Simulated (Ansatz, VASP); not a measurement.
## Two plane-wave programs on Rh

File INCAR:

```
PREC = Accurate
ENCUT = 520
EDIFF = 1E-7
ISMEAR = 0
SIGMA = 0.15
LREAL = F
LASPH = T
NELM = 80
ALGO = Fast
ISIF = 2
LWAVE = F
LCHARG = F
GGA = CA
NBANDS = 14
```

The input KPOINTS:

```
Automatic mesh
0
Gamma
  22 22 22
```

POSCAR

```
Rh
1.0
    0.0000000000      1.9015500000      1.9015500000
    1.8635190000      0.0000000000      1.9015500000
    1.8635190000      1.9015500000      0.0000000000
Rh
1
Direct
    0.0000000000      0.0000000000      0.0000000000
```

Input for Ansatz:

```yaml
crystal:
  lattice:
    - [0.0, 1.90155, 1.90155]
    - [1.863519, 0.0, 1.90155]
    - [1.863519, 1.90155, 0.0]
  atoms:
    - { symbol: Rh, position: [0.0, 0.0, 0.0] }
basis:
  ecutwfc: 420
kpoints:
  mp_grid: { grid: [22, 22, 22] }
hamiltonian:
  xc: lda
scf:
  occupations: { method: gaussian, width: 0.15 }
output:
  forces: true
  stress: true
  eigenvalues: true
```

Change from the starting cell: strain -0.0200 x Voigt [1, 0, 0, 0, 0, 0], atoms carried along.

Alike in both runs: task single point; functional LDA; k mesh 22 × 22 × 22; occupations gaussian, width 0.15 eV; no spin polarisation.

```csv
,VASP,Ansatz
version,VASP 6.6.1,Ansatz 0.2.0
potentials or method,"VASP PAW LDA potentials, release 64 (Rh_pv)","scalar-relativistic, plane waves, PAW"
plane-wave cutoff (eV),520,420
valence electrons in the cell,15,17
```

VASP gave:

| Property | Result |
| --- | --- |
| gap on the k mesh at the Fermi level (eV) | none |
| pressure (GPa) | -4.7 |
| largest component of the traceless stress (GPa) | 3.44 |

What did Ansatz give for the same quantities?

gap on the k mesh at the Fermi level (eV): none; pressure (GPa): -5.6; largest component of the traceless stress (GPa): 3.44.

A gap of «none» marks a metal or a gap that the smearing closes. The two sets of potentials don't hold the same shells in valence.
